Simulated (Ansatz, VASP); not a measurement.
# WS2 in VASP and in Ansatz

File INCAR:

```
PREC = Accurate
ENCUT = 520
EDIFF = 1E-7
ISMEAR = -1
SIGMA = 0.05
LREAL = F
LASPH = T
NELM = 80
ALGO = Normal
ISIF = 2
LWAVE = F
LCHARG = T
GGA = PS
LELF = T
LVHAR = T
NBANDS = 20
```

File KPOINTS:

```
Automatic mesh
0
Gamma
  10 10 2
```

POSCAR

```
WS2
1.0
    3.1835163552      0.0000000000      0.0000000000
   -1.5917581776      2.7570060369      0.0000000000
    0.0000000000      0.0000000000     16.9505778900
W S
1 2
Direct
   -0.0022520000      0.0009590000     -0.0023540000
    0.3398470000      0.6594670000      0.0928740000
    0.3315340000      0.6584820000      0.9087850000
```

The input input.yaml:

```yaml
crystal:
  lattice:
    - [3.1835163552, 0.0, 0.0]
    - [-1.5917581776, 2.7570060369, 0.0]
    - [0.0, 0.0, 16.95057789]
  atoms:
    - { symbol: W, position: [-0.002252, 0.000959, -0.002354] }
    - { symbol: S, position: [0.339847, 0.659467, 0.092874] }
    - { symbol: S, position: [0.331534, 0.658482, 0.908785] }
hamiltonian:
  xc: pbesol
  pseudopotentials: { kind: paw }
kpoints:
  mp_grid: { grid: [10, 10, 2] }
scf:
  occupations: { method: fermi_dirac, width: 0.05 }
output:
  forces: true
  stress: true
  eigenvalues: true
```

Change from the starting cell: atoms moved at random, drawn with an rms of 0.05 Å.

Alike in both runs: task single point; functional PBEsol; k mesh 10 × 10 × 2; occupations fermi-dirac, width 0.05 eV; no spin polarisation.

|  | VASP | Ansatz |
| --- | --- | --- |
| version | VASP 6.6.1 | Ansatz 0.2.0 |
| potentials or method | VASP PAW PBE potentials, release 64 (W_sv, S) | Ansatz PAW |
| plane-wave cutoff (eV) | 520 | 420 |
| valence electrons in the cell | 26 | 26 |

```tsv
	VASP	Ansatz	Ansatz less VASP
gap on the k mesh at the Fermi level (eV)	1.92	1.91	-0.013
least direct gap on the mesh (eV)	2.13	2.13	-0.004
rms of the force components (eV/Å)	0.771	0.770	-0.0014
```

Atom by atom the forces differ by 0.010 eV/Å (rms over components).

Caveats: spin-orbit coupling is left out, which moves the levels of the heavy elements; the PAW data sets were made with another functional, which shifts forces and pressure a little (VASP); the PAW data sets come from PBE, with cores solved anew for the run's functional, which leaves a small shift of forces and pressure (Ansatz).
